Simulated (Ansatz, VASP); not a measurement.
This is a calculation of W (Tungsten) for VASP 6.6.1. 

The input INCAR:

```
PREC = Accurate ; ENCUT = 600
EDIFF = 1E-7 ; ISMEAR = -1
SIGMA = 0.05 ; LREAL = False
LASPH = True ; NELM = 80
ALGO = Fast ; ISIF = 3
LWAVE = False ; LCHARG = False
GGA = PS ; IBRION = 2
NSW = 60 ; EDIFFG = -0.01
```

Contents of KPOINTS:

```
Automatic mesh
0
Gamma
  12 12 12
```

The input POSCAR:

```
W
1.0
   -1.5823450000      1.5823450000      1.5823450000
    1.5823450000     -1.5823450000      1.5823450000
    1.5823450000      1.5823450000     -1.5823450000
W
1
Direct
    0.0000000000      0.0000000000      0.0000000000
```

Potentials or basis: VASP PAW PBE potentials, release 64 (W_sv).

Launch:

```sh
$ cat potpaw_PBE.64/W_sv/POTCAR > POTCAR
$ mpirun -np 1 vasp_std > vasp.out
```

Q: What does the same run look like in Ansatz 0.2.0? Potentials or basis there: all-electron LAPW, scalar-relativistic.

A: As run (cutoffs and basis follow the program's own potentials, and thresholds, step limits or extra output files can differ):

Contents of input.yaml:

```yaml
crystal:
  lattice:
    - [-1.582345, 1.582345, 1.582345]
    - [1.582345, -1.582345, 1.582345]
    - [1.582345, 1.582345, -1.582345]
  atoms:
    - { symbol: W, position: [0.0, 0.0, 0.0] }
kpoints:
  mp_grid: { grid: [12, 12, 12] }
scf:
  occupations: { method: fermi_dirac, width: 0.05 }
hamiltonian:
  xc: pbesol
  pseudopotentials: { kind: all_electron, lapw: { basis_error: 0.001 } }
output:
  forces: true
  stress: true
relax:
  f_tol: 0.01
  max_steps: 60
  cell: {}
```

Potentials or basis: all-electron LAPW, scalar-relativistic.

Launch:

```sh
$ ansatz run input.yaml --threads 1 --pin off --max-ram 3072MiB --backend cpu --events-out ev --progress --plain --runs-dir out
```

Both were run:

|  | VASP | Ansatz |
| --- | --- | --- |
| Relaxed volume | 15.73 Å³/atom | 15.70 Å³/atom |
| Relaxed cell | a = 2.734 Å, b = 2.734 Å, c = 2.734 Å, α = 109.47°, β = 109.47°, γ = 109.47° | a = 2.732 Å, b = 2.732 Å, c = 2.732 Å, α = 109.47°, β = 109.47°, γ = 109.47° |
| Space group after relaxing | Im-3m (No. 229) | Im-3m (No. 229) |
| Pressure after relaxing | 0.0 GPa | 0.0 GPa |

VASP's potentials were made for PBE.

Where Ansatz's input types no cutoff or centring, it takes its own default and a Γ-centred mesh.

Pressure is positive in compression.
